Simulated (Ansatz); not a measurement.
CoPdO2:

```
Pd Co O
1.0
     1.43169    0.82659    5.95777
    -1.43169    0.82659    5.95777
     0.00000   -1.65317    5.95777
Pd Co O
1 1 2
Cartesian
  0.0000 0.0000 0.0000
  0.0000 0.0000 8.9367
  0.0000 0.0000 2.0103
  0.0000 0.0000 15.8630
```

The cell is a database's computed one.

Alike in all runs: program Ansatz 0.2.0; functional PBE; potentials or basis Ansatz PAW; cutoff 420 eV (not typed: the program's choice for these potentials); k mesh 9 × 9 × 9; occupations fermi-dirac, width 0.05 eV.

Starts and where they ended:

| start | free energy over the lowest (meV/atom) | net moment (μB) | site or absolute moments (μB) | gap |
| --- | --- | --- | --- | --- |
| collinear spin, ferromagnetic start of up to 4 μB; fixed moment 4 | 405.8 | 4.00 | Pd +0.37; Co +2.61; O +0.35 | - |
| collinear spin, ferromagnetic start of up to 3 μB; fixed moment 3 | 291.6 | 3.00 | Pd +0.23; Co +2.13; O +0.20 | - |
| collinear spin, program default start; fixed moment 0 | 0.0 | 0.00 | - | - |
| collinear spin, ferromagnetic start of up to 2.5 μB; fixed moment 2.5 | 239.6 | 2.50 | Pd +0.21; Co +1.81; O +0.14 | - |
| collinear spin, ferromagnetic start of up to 2 μB; fixed moment 2 | 186.9 | 2.00 | Pd +0.23; Co +1.42; O +0.09 | - |
| collinear spin, ferromagnetic start of up to 0.5 μB; fixed moment 0.5 | 30.0 | 0.50 | Pd +0.20; Co +0.22; O +0.02 | - |
| collinear spin, ferromagnetic start of up to 1 μB; fixed moment 1 | 74.3 | 1.00 | Pd +0.32; Co +0.51; O +0.03 | - |
| collinear spin, ferromagnetic start of up to 1.5 μB; fixed moment 1.5 | 129.8 | 1.50 | Pd +0.30; Co +0.95; O +0.05 | - |

All polarised runs hold their moment fixed, so the table maps the energy against it. A still lower state may exist.

Caveats: the total moment is fixed, so each spin has its own Fermi level; a cell with one magnetic atom can't hold antiferromagnetic order, which such compounds often take (some runs); forces of over 1 eV/Å show positions far from the minimum, so gaps and moduli don't describe the material at rest (some runs).
